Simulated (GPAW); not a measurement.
# CsSnI3 (Pm-3m) in GPAW: a series of runs

One crystal, CsSnI3, is run at these levels: TB-mBJ, PBE; tasks: single point, equation of state.

All numbers are computed with GPAW 26.7.0; they aren't measurements. Logs are shortened: lines on timing, memory, paths and dates and some standing lists are left out, and cuts for length are marked. The log counts tension as positive stress, the text compression.

## (1) The crystal as given

Symmetry: Pm-3m, No. 221, cubic system. The conventional cell has a = 6.206 Å, b = 6.206 Å, c = 6.206 Å, α = 90.00°, β = 90.00°, γ = 90.00°. Cs (site symmetry m-3m) is surrounded by 12 I at 4.39 Å. I (site symmetry 4/mmm) has 2 Sn at 3.10 Å as nearest neighbours. Around Sn (site symmetry m-3m) lie 6 I at 3.10 Å.

## (2) Single point, TB-mBJ

Contents of run.py:

```python
from ase import Atoms
from ase.dft.bandgap import bandgap
from ase.io import write
from gpaw import GPAW, PW

atoms = Atoms(['Cs', 'I', 'I', 'I', 'Sn'],
              cell=[[6.2057, 0.0, 0.0],
                    [0.0, 6.2057, 0.0],
                    [0.0, 0.0, 6.2057]],
              scaled_positions=[[0.0, 0.0, 0.0],
                                [0.5, 0.5, 0.0],
                                [0.5, 0.0, 0.5],
                                [0.0, 0.5, 0.5],
                                [0.5, 0.5, 0.5]],
              pbc=True)

calc = GPAW(mode=PW(600),
            xc='TB09',
            kpts={'size': (6, 6, 6), 'gamma': True},
            occupations={'name': 'fermi-dirac', 'width': 0.05},
            nbands=37,
            convergence={'density': 1e-05, 'energy': 1e-05},
            eigensolver='cg',
            maxiter=150,
            txt='gpaw.txt')
atoms.calc = calc
energy = atoms.get_potential_energy()
calc.write('gs.gpw')
write('result.traj', atoms)
print('Fermi level:', round(calc.get_fermi_level(), 4), 'eV')
print(f'Gap: {bandgap(calc)[0]:.4f} eV, direct: {bandgap(calc, direct=True)[0]:.4f} eV')
```

Potentials or basis: GPAW PAW data sets for LDA (gpaw-data 1.2.1), pw.

On the command line:

```bash
OMP_NUM_THREADS=1 python run.py
```

gpaw.txt:

```text
___ ___ ___ _ _ _
 |   |   |_  | | | |
 | | | | | . | | | |
 |__ |  _|___|_____|  26.7.0
 |___|_|

Input parameters:
  convergence: {density: 1e-05,
                energy: 1e-05}
  eigensolver: cg
  kpts: {gamma: True,
         size: (6, 6, 6)}
  maxiter: 150
  mode: {ecut: 600.0,
         name: pw}
  nbands: 37
  occupations: {name: fermi-dirac,
                width: 0.05}
  xc: TB09

System changes: positions, numbers, cell, pbc, initial_charges, initial_magmoms

Initialize ...

species:
  Cs:
    name:    Caesium
    Z:       55.0
    valence: 9
    core:    46
    charge:  0.0  # [|e|]
    compensation charges:
      type: gauss
      rc: 0.33  # [Å]
      lmax: 2
    cutoffs:
      filter: 2.06  # [Å]
      core: 2.51  # [Å]
    projectors
    | kind |    occ | energy [eV] | rcut [Å] |
    |------|--------|-------------|----------|
    |   5s |  2.000 |     -26.872 |    1.164 |
    |   6s |  1.000 |      -2.224 |    1.164 |
    |   5p |  6.000 |     -13.611 |    1.058 |
    |    p |        |      13.601 |    1.058 |
    |    d |        |       0.000 |    1.058 |

    Using partial waves for Cs as LCAO basis

  I:
    name:    Iodine
    Z:       53.0
    valence: 7
    core:    46
    charge:  0.0  # [|e|]
    compensation charges:
      type: gauss
      rc: 0.37  # [Å]
      lmax: 2
    cutoffs:
      filter: 2.06  # [Å]
      core: 2.90  # [Å]
    projectors
    | kind |    occ | energy [eV] | rcut [Å] |
    |------|--------|-------------|----------|
    |   5s |  2.000 |     -17.626 |    1.164 |
    |   5p |  5.000 |      -7.241 |    1.164 |
    |    s |        |       9.585 |    1.164 |
    |    p |        |      19.970 |    1.164 |
    |    d |        |       0.000 |    1.164 |

    Using partial waves for I as LCAO basis

  Sn:
    name:    Tin
    Z:       50.0
    valence: 14
    core:    36
    charge:  0.0  # [|e|]
    compensation charges:
      type: gauss
      rc: 0.38  # [Å]
      lmax: 2
    cutoffs:
      filter: 2.23  # [Å]
      core: 2.35  # [Å]
    projectors
    | kind |    occ | energy [eV] | rcut [Å] |
    |------|--------|-------------|----------|
    |   5s |  2.000 |     -10.799 |    1.201 |
    |   5p |  2.000 |      -3.869 |    1.270 |
    |   4d | 10.000 |     -25.910 |    1.185 |
    |    s |        |      16.413 |    1.201 |
    |    p |        |      23.342 |    1.270 |
    |    d |        |       1.302 |    1.185 |

    Using partial waves for Sn as LCAO basis

Reference energy: -959650.307763  # eV

Spin-paired calculation

Convergence criteria:
 Maximum [total energy] change in last 3 cyles: 1e-05 eV / valence electron
 Maximum integral of absolute [dens]ity change: 1e-05 electrons / valence electron
 Maximum integral of absolute [eigenst]ate change: 4e-08 eV^2 / valence electron
 Maximum number of scf [iter]ations: 150
 (Square brackets indicate name in SCF output, whereas a 'c' in
 the SCF output indicates the quantity has converged.)

Symmetries present (total): 48

  ( 1  0  0)  ( 1  0  0)  ( 1  0  0)  ( 1  0  0)  ( 1  0  0)  ( 1  0  0)
  ( 0  1  0)  ( 0  1  0)  ( 0  0  1)  ( 0  0  1)  ( 0  0 -1)  ( 0  0 -1)
  ( 0  0  1)  ( 0  0 -1)  ( 0  1  0)  ( 0 -1  0)  ( 0  1  0)  ( 0 -1  0)

  ( 1  0  0)  ( 1  0  0)  ( 0  1  0)  ( 0  1  0)  ( 0  1  0)  ( 0  1  0)
  ( 0 -1  0)  ( 0 -1  0)  ( 1  0  0)  ( 1  0  0)  ( 0  0  1)  ( 0  0  1)
  ( 0  0  1)  ( 0  0 -1)  ( 0  0  1)  ( 0  0 -1)  ( 1  0  0)  (-1  0  0)

  ( 0  1  0)  ( 0  1  0)  ( 0  1  0)  ( 0  1  0)  ( 0  0  1)  ( 0  0  1)
  ( 0  0 -1)  ( 0  0 -1)  (-1  0  0)  (-1  0  0)  ( 1  0  0)  ( 1  0  0)
  ( 1  0  0)  (-1  0  0)  ( 0  0  1)  ( 0  0 -1)  ( 0  1  0)  ( 0 -1  0)

  ( 0  0  1)  ( 0  0  1)  ( 0  0  1)  ( 0  0  1)  ( 0  0  1)  ( 0  0  1)
  ( 0  1  0)  ( 0  1  0)  ( 0 -1  0)  ( 0 -1  0)  (-1  0  0)  (-1  0  0)
  ( 1  0  0)  (-1  0  0)  ( 1  0  0)  (-1  0  0)  ( 0  1  0)  ( 0 -1  0)

  ( 0  0 -1)  ( 0  0 -1)  ( 0  0 -1)  ( 0  0 -1)  ( 0  0 -1)  ( 0  0 -1)
  ( 1  0  0)  ( 1  0  0)  ( 0  1  0)  ( 0  1  0)  ( 0 -1  0)  ( 0 -1  0)
  ( 0  1  0)  ( 0 -1  0)  ( 1  0  0)  (-1  0  0)  ( 1  0  0)  (-1  0  0)

  ( 0  0 -1)  ( 0  0 -1)  ( 0 -1  0)  ( 0 -1  0)  ( 0 -1  0)  ( 0 -1  0)
  (-1  0  0)  (-1  0  0)  ( 1  0  0)  ( 1  0  0)  ( 0  0  1)  ( 0  0  1)
  ( 0  1  0)  ( 0 -1  0)  ( 0  0  1)  ( 0  0 -1)  ( 1  0  0)  (-1  0  0)

  ( 0 -1  0)  ( 0 -1  0)  ( 0 -1  0)  ( 0 -1  0)  (-1  0  0)  (-1  0  0)
  ( 0  0 -1)  ( 0  0 -1)  (-1  0  0)  (-1  0  0)  ( 0  1  0)  ( 0  1  0)
  ( 1  0  0)  (-1  0  0)  ( 0  0  1)  ( 0  0 -1)  ( 0  0  1)  ( 0  0 -1)

  (-1  0  0)  (-1  0  0)  (-1  0  0)  (-1  0  0)  (-1  0  0)  (-1  0  0)
  ( 0  0  1)  ( 0  0  1)  ( 0  0 -1)  ( 0  0 -1)  ( 0 -1  0)  ( 0 -1  0)
  ( 0  1  0)  ( 0 -1  0)  ( 0  1  0)  ( 0 -1  0)  ( 0  0  1)  ( 0  0 -1)

216 k-points: 6 x 6 x 6 Monkhorst-Pack grid + [1/12,1/12,1/12]
20 k-points in the irreducible part of the Brillouin zone
       k-points in crystal coordinates                weights
   0:     0.00000000    0.00000000    0.00000000          1/216
   1:     0.16666667    0.00000000    0.00000000          6/216
   2:     0.16666667    0.16666667    0.00000000         12/216
   3:     0.16666667    0.16666667    0.16666667          8/216
   4:     0.33333333    0.00000000    0.00000000          6/216
   5:     0.33333333    0.16666667    0.00000000         24/216
   6:     0.33333333    0.16666667    0.16666667         24/216
   7:     0.33333333    0.33333333    0.00000000         12/216
   8:     0.33333333    0.33333333    0.16666667         24/216
   9:     0.33333333    0.33333333    0.33333333          8/216
          ...
  19:     0.50000000    0.50000000    0.50000000          1/216

Wave functions: Plane wave expansion
  Cutoff energy: 600.000 eV
  Number of coefficients (min, max): 7946, 8025
  Pulay-stress correction: 0.000000 eV/Ang^3 (de/decut=0.000000)
  Using FFTW library
  ScaLapack parameters: grid=1x1, blocksize=None
  Wavefunction extrapolation:
    Improved wavefunction reuse through dual PAW basis

Occupation numbers: Fermi-Dirac:
  width: 0.0500  # eV

Eigensolver
   CG(niter=4, rtol=3.0e-01)

Densities:
  Coarse grid: 36*36*36 grid
  Fine grid: 72*72*72 grid
  Total Charge: 0.000000

Density mixing:
  Method: separate
  Backend: msr1
  Linear mixing parameter: 0.05
  old densities: 10
  Width of damping distribution: 1.1
  Damping of long wavelength oscillations: 20

Hamiltonian:
  XC and Coulomb potentials evaluated on a 72*72*72 grid
  Using the TB09 Exchange-Correlation functional
  External potential:
    NoExternalPotential

XC parameters: TB09 with 2 nearest neighbor stencil

Number of atoms: 5
Number of atomic orbitals: 26
Number of bands in calculation: 37
Number of valence electrons: 44
Bands to converge: occupied

... initialized

Initializing position-dependent things.

Density initialized from atomic densities
Creating initial wave functions:
  26 bands from LCAO basis set
  11 bands from random numbers

     .--------------.
    /|              |
   / |              |
  /  |              |
 *   |              |
 |   |              |
 | I |     Sn       |
 |   |              |
 |   .---I----------.
 |  /              /
 | /       I      /
 |/              /
 Cs-------------*

Atomic positions and initial magnetic moments

Positions:
   0 Cs     0.000000    0.000000    0.000000    ( 0.0000,  0.0000,  0.0000)
   1 I      3.102850    3.102850    0.000000    ( 0.0000,  0.0000,  0.0000)
   2 I      3.102850    0.000000    3.102850    ( 0.0000,  0.0000,  0.0000)
   3 I      0.000000    3.102850    3.102850    ( 0.0000,  0.0000,  0.0000)
   4 Sn     3.102850    3.102850    3.102850    ( 0.0000,  0.0000,  0.0000)

Unit cell:
           periodic     x           y           z      points  spacing
  1. axis:    yes    6.205700    0.000000    0.000000    36     0.1724
  2. axis:    yes    0.000000    6.205700    0.000000    36     0.1724
  3. axis:    yes    0.000000    0.000000    6.205700    36     0.1724

  Lengths:   6.205700   6.205700   6.205700
  Angles:   90.000000  90.000000  90.000000

Effective grid spacing dv^(1/3) = 0.1724

iter:   1 23681.750685
iter:   2 23682.581925   +1.49  -0.94
iter:   3 23685.835209   +0.79  -1.02
iter:   4 23685.664671   -0.12  -1.29
iter:   5 23687.904022   -0.99  -1.26
iter:   6 23690.424371   -1.39  -1.37
iter:   7 23693.402040   -1.48  -1.49
iter:   8 23692.807572   -2.06  -1.62
iter:   9 23692.702913   -2.39  -1.94
iter:  10 23691.790287   -2.51  -2.41
iter:  11 23691.837602   -2.84  -2.27
iter:  12 23691.927800   -2.99  -2.67
iter:  13 23692.081267   -3.44  -2.51
iter:  14 23692.250836   -3.50  -2.78
iter:  15 23692.343199   -3.37  -2.88
iter:  16 23692.270168   -4.20  -3.36
iter:  17 23692.415113   -4.22  -3.21
iter:  18 23692.382999   -4.73  -3.65
iter:  19 23692.399461   -5.18  -3.66
iter:  20 23692.395566   -5.28  -4.11
iter:  21 23692.394445   -5.99  -4.25
iter:  22 23692.395208   -6.83  -4.63
iter:  23 23692.397558   -7.28  -4.85
iter:  24 23692.397242   -7.84c -5.17c
iter:  25 23692.398209   -8.35c -5.13c
iter:  26 23692.398127   -8.11c -5.31c
iter:  27 23692.398779   -9.00c -5.42c
iter:  28 23692.398734   -8.71c -6.04c
iter:  29 23692.398782c  -9.21c -5.96c

Converged after 29 iterations.

Dipole moment: (-0.000000, -0.000000, -0.000000) |e|*Ang

Energy contributions relative to reference atoms: (reference = -959650.307763)

Kinetic:        -23.005909
Potential:      +28.262985
External:        +0.000000
XC:            +23689.748416
Entropy (-ST):   -0.000051
Local:           -2.606685
SIC:             +0.000000
--------------------------
Free energy:   +23692.398756
Extrapolated:  +23692.398782

Showing only first 2 kpts
 Kpt  Band  Eigenvalues  Occupancy
  0    20      1.37507    2.00000
  0    21      1.37507    2.00000
  0    22      7.27459    0.00000
  0    23      7.77215    0.00000

  1    20      1.33874    2.00000
  1    21      1.38666    2.00000
  1    22      7.52075    0.00000
  1    23      7.79160    0.00000

Fermi level: 4.16914

Gap: 0.561 eV
Transition (v -> c):
  (s=0, k=19, n=21, [0.50, 0.50, 0.50]) -> (s=0, k=19, n=22, [0.50, 0.50, 0.50])
No difference between direct/indirect transitions
Writing to gs.gpw (mode='')
```

Wall time 4.4 min (1 thread of Arm Neoverse V2, shared host); peak memory 0.56 GiB.

Results:

```yaml
Band_gap_on_the_k_mesh: 0.56 eV, direct
```

Caveat: a model potential gives levels but no total energy; the PAW data sets were made with another functional, which shifts forces and pressure a little; spin-orbit coupling is left out, which moves the levels of the heavy elements; the cell was measured hot, at 500 K. A k mesh can miss the band edges.

## (3) Equation of state, PBE

Contents of run.py:

```python
from ase import Atoms
from ase.eos import EquationOfState
from ase.io import Trajectory
from ase.units import GPa
from gpaw import GPAW, PW

atoms = Atoms(['Cs', 'I', 'I', 'I', 'Sn'],
              cell=[[6.2057, 0.0, 0.0],
                    [0.0, 6.2057, 0.0],
                    [0.0, 0.0, 6.2057]],
              scaled_positions=[[0.0, 0.0, 0.0],
                                [0.5, 0.5, 0.0],
                                [0.5, 0.0, 0.5],
                                [0.0, 0.5, 0.5],
                                [0.5, 0.5, 0.5]],
              pbc=True)

traj = Trajectory('eos.traj', 'w')
volumes, energies = [], []
for x in [0.94, 0.96, 0.98, 1.0, 1.02, 1.04, 1.06]:
    a = atoms.copy()
    a.set_cell(atoms.cell * x**(1 / 3), scale_atoms=True)
    calc = GPAW(mode=PW(600),
                xc='PBE',
                kpts={'size': (5, 5, 5), 'gamma': True},
                occupations={'name': 'fermi-dirac', 'width': 0.05},
                nbands=37,
                convergence={'density': 1e-05, 'energy': 1e-05},
                maxiter=150,
                txt=f'eos-{x:.2f}.txt')
    a.calc = calc
    energies.append(a.get_potential_energy(force_consistent=True))
    volumes.append(a.get_volume())
    p = -a.get_stress()[:3].mean() / GPa
    calc.write(f'eos-{x:.2f}.gpw')
    traj.write(a)
    print(f'{x:.2f} {volumes[-1]:10.4f} A^3 {energies[-1]:14.6f} eV {p:9.3f} GPa', flush=True)

v0, e0, B = EquationOfState(volumes, energies, eos='birchmurnaghan').fit()
print(f'V0 = {v0:.4f} A^3, E0 = {e0:.6f} eV, B0 = {B / GPa:.2f} GPa')
```

Potentials or basis: GPAW PAW data sets (gpaw-data 1.2.1), pw.

On the command line:

```bash
OMP_NUM_THREADS=1 python run.py
```

Wall time 6 min (1 thread of Arm Neoverse V1, shared host); peak memory 0.44 GiB.

It converged, with:

- Equilibrium volume: 49.34 Å³/atom
- Bulk modulus: 15.3 GPa
- Pressure derivative of the bulk modulus: 4.7

Energy against volume, from the lowest point:
| volume (Å³/atom) | energy (meV/atom) |
| --- | --- |
| 44.929 | 22.36 |
| 45.885 | 13.12 |
| 46.841 | 6.53 |
| 47.797 | 2.32 |
| 48.753 | 0.21 |
| 49.709 | 0.00 |
| 50.665 | 1.50 |

Caveat: the cell was measured hot, at 500 K. Zero-point motion and thermal expansion aren't in these numbers.
